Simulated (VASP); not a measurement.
# CdS (Hawleyite) (F-43m) in VASP: further runs, part 3 of 3

VASP 6.6.1. Earlier steps stand in the parts before.

## 4. G0W0 quasiparticle levels, PBE

Contents of POSCAR:

```
CdS
1.0
    0.0000000000      2.9165000000      2.9165000000
    2.9165000000      0.0000000000      2.9165000000
    2.9165000000      2.9165000000      0.0000000000
Cd S
1 1
Direct
    0.0000000000      0.0000000000      0.0000000000
    0.7500000000      0.7500000000      0.7500000000
```

Contents of INCAR.step1:

```
SYSTEM = CdS
  ALGO = Normal
  EDIFF = 1E-8
  ENCUT = 450
  GGA = PE
  ISMEAR = 0
  LASPH = .TRUE.
  LCHARG = .FALSE.
  LREAL = .FALSE.
  LWAVE = .TRUE.
  NELM = 60
  PREC = Accurate
  SIGMA = 0.01
```

Contents of INCAR.step2:

```
SYSTEM = CdS
  ALGO = Exact
  EDIFF = 1E-8
  ENCUT = 450
  GGA = PE
  ISMEAR = 0
  ISTART = 1
  LASPH = .TRUE.
  LCHARG = .FALSE.
  LOPTICS = .TRUE.
  LREAL = .FALSE.
  LWAVE = .TRUE.
  NBANDS = 454
  NELM = 1
  PREC = Accurate
  SIGMA = 0.01
```

Contents of INCAR.step3:

```
SYSTEM = CdS
  ALGO = EVGW0
  EDIFF = 1E-8
  ENCUT = 450
  ENCUTGW = 250
  GGA = PE
  ISMEAR = 0
  ISTART = 1
  LASPH = .TRUE.
  LCHARG = .FALSE.
  LREAL = .FALSE.
  LWAVE = .FALSE.
  NBANDS = 454
  NBANDSGW = 17
  NELMGW = 1
  NOMEGA = 50
  PREC = Accurate
  PRECFOCK = Fast
  SIGMA = 0.01
```

Contents of KPOINTS:

```
k-points
0
G
  4 4 4
  0 0 0
```

Potentials or basis: VASP PAW PBE potentials, release 64 (Cd_GW, S_GW).

Run with:

```console
cat potpaw_PBE.64/Cd_GW/POTCAR potpaw_PBE.64/S_GW/POTCAR > POTCAR
cp INCAR.step1 INCAR
mpirun -np 1 vasp_std > vasp.out
cp INCAR.step2 INCAR
mpirun -np 1 vasp_std > vasp.out
cp INCAR.step3 INCAR
mpirun -np 1 vasp_std > vasp.out
```

OUTCAR:

```text
SYSTEM = CdS
   EDIFF = 1E-8
   ENCUT = 450
   ENCUTGW = 250
   GGA = PE
   ISMEAR = 0
   ISTART = 1
   LASPH = .TRUE.
   LREAL = .FALSE.
   NELMGW = 1
   PREC = Accurate
   PRECFOCK = Fast

 ion  position               nearest neighbor table
   1  0.000  0.000  0.000-   2 2.53   2 2.53   2 2.53   2 2.53
   2  0.750  0.750  0.750-   1 2.53   1 2.53   1 2.53   1 2.53

  LATTYP: Found a face centered cubic cell.
 ALAT       =     5.8330000000

  Lattice vectors:

 A1 = (   0.0000000000,   2.9165000000,   2.9165000000)
 A2 = (   2.9165000000,   0.0000000000,   2.9165000000)
 A3 = (   2.9165000000,   2.9165000000,   0.0000000000)

Analysis of symmetry for initial positions (statically):
=====================================================================
 Subroutine PRICEL returns:
 Original cell was already a primitive cell.

 Routine SETGRP: Setting up the symmetry group for a
 face centered cubic supercell.

 Subroutine GETGRP returns: Found 24 space group operations
 (whereof 24 operations were pure point group operations)
 out of a pool of 48 trial point group operations.

The static configuration has the point symmetry T_d .

Analysis of symmetry for dynamics (positions and initial velocities):
=====================================================================
 Subroutine PRICEL returns:
 Original cell was already a primitive cell.

 Routine SETGRP: Setting up the symmetry group for a
 face centered cubic supercell.

 Subroutine GETGRP returns: Found 24 space group operations
 (whereof 24 operations were pure point group operations)
 out of a pool of 48 trial point group operations.

The dynamic configuration has the point symmetry T_d .

 Subroutine INISYM returns: Found 24 space group operations
 (whereof 24 operations are pure point group operations),
 and found     1 'primitive' translations

----------------------------------------------------------------------------------------

                                     Primitive cell

  volume of cell :      49.6153

  direct lattice vectors                    reciprocal lattice vectors
     0.000000000  2.916500000  2.916500000    -0.171438368  0.171438368  0.171438368
     2.916500000  0.000000000  2.916500000     0.171438368 -0.171438368  0.171438368
     2.916500000  2.916500000  0.000000000     0.171438368  0.171438368 -0.171438368

  length of vectors
     4.124553855  4.124553855  4.124553855     0.296939964  0.296939964  0.296939964

  position of ions in fractional coordinates (direct lattice)
     0.000000000  0.000000000  0.000000000
     0.750000000  0.750000000  0.750000000

  ion indices of the primitive-cell ions
   primitive index   ion index
                 1           1
                 2           2

----------------------------------------------------------------------------------------

 KPOINTS: k-points

Automatic generation of k-mesh.
 Grid dimensions read from file:
 generate k-points for:    4    4    4

 Generating k-lattice:

  Cartesian coordinates                     Fractional coordinates (reciprocal lattice)
    -0.042859592  0.042859592  0.042859592     0.250000000  0.000000000  0.000000000
     0.042859592 -0.042859592  0.042859592     0.000000000  0.250000000  0.000000000
     0.042859592  0.042859592 -0.042859592     0.000000000  0.000000000  0.250000000

  Length of vectors
     0.074234991  0.074234991  0.074234991

  Shift w.r.t. Gamma in fractional coordinates (k-lattice)
     0.000000000  0.000000000  0.000000000

 Subroutine IBZKPT returns following result:
 ===========================================

 Found      8 irreducible k-points:

 Following reciprocal coordinates:
            Coordinates               Weight
  0.000000  0.000000  0.000000      1.000000
  0.250000  0.000000  0.000000      8.000000
  0.500000  0.000000  0.000000      4.000000
  0.250000  0.250000  0.000000      6.000000
  0.500000  0.250000  0.000000     24.000000
 -0.250000  0.250000  0.000000     12.000000
  0.500000  0.500000  0.000000      3.000000
 -0.250000  0.500000  0.250000      6.000000
   k-points           NKPTS =      8   k-points in BZ     NKDIM =     64   number of bands    NBANDS=    454
   number of dos      NEDOS =    301   number of ions     NIONS =      2
   total plane-waves  NPLWV =  27000
   dimension x,y,z NGX =    30 NGY =   30 NGZ =   30
   dimension x,y,z NGXF=    60 NGYF=   60 NGZF=   60
   ions per type =               1   1
   NGX,Y,Z   is equivalent  to a cutoff of  12.09, 12.09, 12.09 a.u.
   NGXF,Y,Z  is equivalent  to a cutoff of  24.18, 24.18, 24.18 a.u.
 SYSTEM =  CdS
   PREC   = accura    normal or accurate (medium, high low for compatibility)
   ISTART =      1    job   : 0-new  1-cont  2-samecut
   ICHARG =      0    charge: 1-file 2-atom 10-const
   ISPIN  =      1    spin polarized calculation?
   LNONCOLLINEAR =      F non collinear calculations
   LSORBIT =      F    spin-orbit coupling
   LASPH  =      T    aspherical Exc in radial PAW
   ENCUT  =  450.0 eV  33.07 Ry    5.75 a.u.   7.13  7.13  7.13*2*pi/ulx,y,z
   NELM   =     60;   NELMIN=  2; NELMDL=  0     # of ELM steps
   EDIFF  = 0.1E-07   stopping-criterion for ELM
   LREAL  =      F    real-space projection
   EDIFFG = 0.1E-06   stopping-criterion for IOM
   NSW    =      0    number of steps for IOM
   IBRION =     -1    ionic relax: 0-MD 1-quasi-New 2-CG
   NFREE  =      0    steps in history (QN), initial steepest desc. (CG)
   ISIF   =      0    stress and relaxation
   ISYM   =      3    0-nonsym 1-usesym 2-fastsym
   POTIM  = 0.5000    time-step for ionic-motion
   TEBEG  =    0.0;   TEEND  =   0.0 temperature during run
   PSTRESS=    0.0 pullay stress
   NELECT =      18.0000    total number of electrons
   NUPDOWN=      -1.0000    fix difference up-down
   EMIN   =  10.00;   EMAX   =-10.00  energy-range for DOS
   EFERMI =   0.00;   METHOD = LEGACY
   ISMEAR =     0;   SIGMA  =   0.01  broadening in eV -4-tet -1-fermi 0-gaus
   EFERMI_NEDOS =   21; number of points for ismear=-14 and -15
   IALGO  =     38    algorithm
   IMIX   =      4    mixing-type and parameters
     AMIX     =   0.40;   BMIX     =  1.00
     AMIX_MAG =   1.60;   BMIX_MAG =  1.00
  volume/ion in A,a.u.               =      24.81       167.41
  Fermi-wavevector in a.u.,A,eV,Ry     =   1.167599  2.206442 18.548649  1.363287
  Thomas-Fermi vector in A             =   2.304097
   LORBIT       =      0    0 simple, 1 ext, 2 COOP (PROOUT), +10 PAW based schemes
   GGA     = PE    functional components
   LHFCALC =     T    Hartree Fock is set to
   PRECFOCK=fast      Normal, Fast or Accurate (Low or Medium for compatibility)
   ENCUT4O =  -1.0   cutoff for four orbital integrals eV
   NKREDX  =     1    reduce k-point grid by
   NKREDY  =     1    reduce k-point grid by
   NKREDZ  =     1    reduce k-point grid by
   AEXX    =    1.0000 exact exchange contribution
   HFSCREEN=    0.0000 screening length (either q_TF or 0.3 A-1)
   HFSCREENC=   0.0000 screening length for correlation (either q_TF or 0.3 A-1)
   ENCUTFOCK=  -1.0 apply spherical cutoff to Coloumb kernel
   IVDW    =     0    specifies the selected vdW correction
   LEPSILON=     F    determine dielectric tensor
   LRPA    =     F    only Hartree local field effects (RPA)
   LRPAFORCE           =     F    calculate RPA forces
   ENCUTGW             = 250.0    cutoff for response function in eV
   ENCUTGWSOFT         = 200.0    soft cutoff for Coulomb kernel in GW response function in eV
   ENCUTLF             =  -1.0    cutoff for local field effects
   NELMGW              =     1    number of iterations in solving QP/BSE equation
   NELMHF              =     1    number of iterations in the inner HF iteration
   NKREDLFX            =     1    NKREDLFY  =   1   NKREDLFZ  =   1
 non-spin polarized calculation
 Gauss-broadening in eV      SIGMA  =   0.01
  energy-cutoff  :      450.00
  volume of cell :       49.62
 maximum number of plane-waves:      1090
 NGX is ok and might be reduce to    30
  NGX = 16; NGY = 16; NGZ = 16
   NGX = 15   NGY = 15   NGZ = 15
 maximum number of plane-waves:       459

 QP shifts <psi_nk| G(iteration)W_0 |psi_nk>: iteration 1
 for sc-GW calculations column KS-energies equals QP-energies in previous step
 and V_xc(KS)=  KS-energies - (<T + V_ion + V_H > + <T+V_H+V_ion>^1  + <V_x>^1)

 k-point   1 :       0.0000    0.0000    0.0000
  band No.  KS-energies  QP-energies   sigma(KS)   V_xc(KS)     V^pw_x(r,r')   Z            occupation Imag(sigma)

      1      -9.6917     -10.2905     -13.9891     -12.9992     -20.9181       0.6049       2.0000       0.9062
      2      -5.0717      -7.0388     -18.0022     -15.1661     -22.9052       0.6936       2.0000       0.2255
      3      -5.0717      -7.0388     -18.0022     -15.1661     -22.9052       0.6936       2.0000       0.2255
      4      -5.0717      -7.0388     -18.0022     -15.1661     -22.9052       0.6936       2.0000       0.2255
      5      -4.5942      -6.6957     -18.4814     -15.4979     -23.2327       0.7044       2.0000       0.1866
      6      -4.5942      -6.6957     -18.4814     -15.4979     -23.2327       0.7044       2.0000       0.1866
[... 9 lines left out ...]
     16      14.1053      13.9273      -8.1760      -7.9384      -2.4398       0.7493       0.0000      -0.3796
     17      15.9428      15.7645      -7.4870      -7.2490      -2.1294       0.7492       0.0000      -0.4639
[... 130 lines left out ...]
      1      -9.1333      -9.8524     -14.8788     -13.7698     -21.5832       0.6484       2.0000       0.8437
      2      -4.8403      -6.8466     -18.0659     -15.1999     -22.8893       0.7001       2.0000       0.2176
      3      -4.8199      -6.8646     -18.3135     -15.4021     -23.1747       0.7023       2.0000       0.2204
      4      -4.6329      -6.7239     -18.4752     -15.5105     -23.2695       0.7053       2.0000       0.2037
      5      -4.5867      -6.6761     -18.4153     -15.4524     -23.1770       0.7052       2.0000       0.1922
      6      -3.9616      -5.9162     -18.4418     -15.6649     -23.1889       0.7039       2.0000       0.2193
[... 9 lines left out ...]
     16      15.7605      16.1371     -11.2051     -11.7178      -5.1523       0.7344       0.0000      -0.5161
     17      15.9338      16.2613     -10.3029     -10.7476      -4.2922       0.7364       0.0000      -0.4975
```

Run time: 12 min. Hardware: 1 thread of Intel Xeon Platinum 8375C at 2.90GHz (Ice Lake), shared host; peak memory 1.1 GiB.

Results:

```
Band gap on the k mesh, mean-field level : 1.13 eV, direct
Quasiparticle gap                        : 1.99 eV
Least direct quasiparticle gap           : 1.99 eV
```

Caveat: the k mesh is coarse (spacing up to 0.47 Å⁻¹), so the values aren't converged; bands, screening cutoff and mesh are small and nothing is extrapolated, so the quasiparticle values aren't converged.
